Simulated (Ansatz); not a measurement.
# NaI: the cost of one run

All numbers below are computed with Ansatz 0.2.0 (DFT, plane waves, PAW, no spin polarisation).

### 1 Starting point

The cell holds 16 atoms (I8Na8): a = 9.135 Å, b = 9.135 Å, c = 9.135 Å, α = 60.00°, β = 60.00°, γ = 60.00°.

Structure file:

```xyz
16
Lattice="0.0000 6.4594 6.4594 6.4594 0.0000 6.4594 6.4594 6.4594 0.0000" Properties=species:S:1:pos:R:3 pbc="T T T"
Na    0.0000    0.0000    0.0000
I     3.2297    3.2297    3.2297
Na    3.2297    3.2297    0.0000
I     6.4594    6.4594    3.2297
Na    3.2297    0.0000    3.2297
I     6.4594    3.2297    6.4594
Na    6.4594    3.2297    3.2297
I     9.6892    6.4594    6.4594
Na    0.0000    3.2297    3.2297
I     3.2297    6.4594    6.4594
Na    3.2297    6.4594    3.2297
I     6.4594    9.6892    6.4594
Na    3.2297    3.2297    6.4594
I     6.4594    6.4594    9.6892
Na    6.4594    6.4594    6.4594
I     9.6892    9.6892    9.6892
```

### 2 Run 1: PBEsol

input.yaml reads:

```yaml
crystal:
  lattice:
    - [0.0, 6.4594410906, 6.4594410906]
    - [6.4594410906, 0.0, 6.4594410906]
    - [6.4594410906, 6.4594410906, 0.0]
  atoms:
    - { symbol: Na, position: [0.0, 0.0, 0.0] }
    - { symbol: I, position: [0.25, 0.25, 0.25] }
    - { symbol: Na, position: [0.0, 0.0, 0.5] }
    - { symbol: I, position: [0.25, 0.25, 0.75] }
    - { symbol: Na, position: [0.0, 0.5, 0.0] }
    - { symbol: I, position: [0.25, 0.75, 0.25] }
    - { symbol: Na, position: [0.0, 0.5, 0.5] }
    - { symbol: I, position: [0.25, 0.75, 0.75] }
    - { symbol: Na, position: [0.5, 0.0, 0.0] }
    - { symbol: I, position: [0.75, 0.25, 0.25] }
    - { symbol: Na, position: [0.5, 0.0, 0.5] }
    - { symbol: I, position: [0.75, 0.25, 0.75] }
    - { symbol: Na, position: [0.5, 0.5, 0.0] }
    - { symbol: I, position: [0.75, 0.75, 0.25] }
    - { symbol: Na, position: [0.5, 0.5, 0.5] }
    - { symbol: I, position: [0.75, 0.75, 0.75] }
kpoints:
  mp_grid: { grid: [2, 2, 2] }
hamiltonian:
  xc: pbesol
scf:
  occupations: { method: fermi_dirac, width: 0.146 }
md:
  ensemble: nve
  temperature: 1700
  timestep: 2.0
  n_steps: 30
  initial_velocities: maxwell_boltzmann
  seed: 9470
```

Launch:

```console
$ ansatz run input.yaml --threads 4 --pin off --max-ram 3686MiB --backend cpu --events-out ev --progress --plain --runs-dir out
```

What time and memory should one allow on 4 threads of Arm Neoverse N1, shared host?

About 5 min, with a peak of 2 GiB.
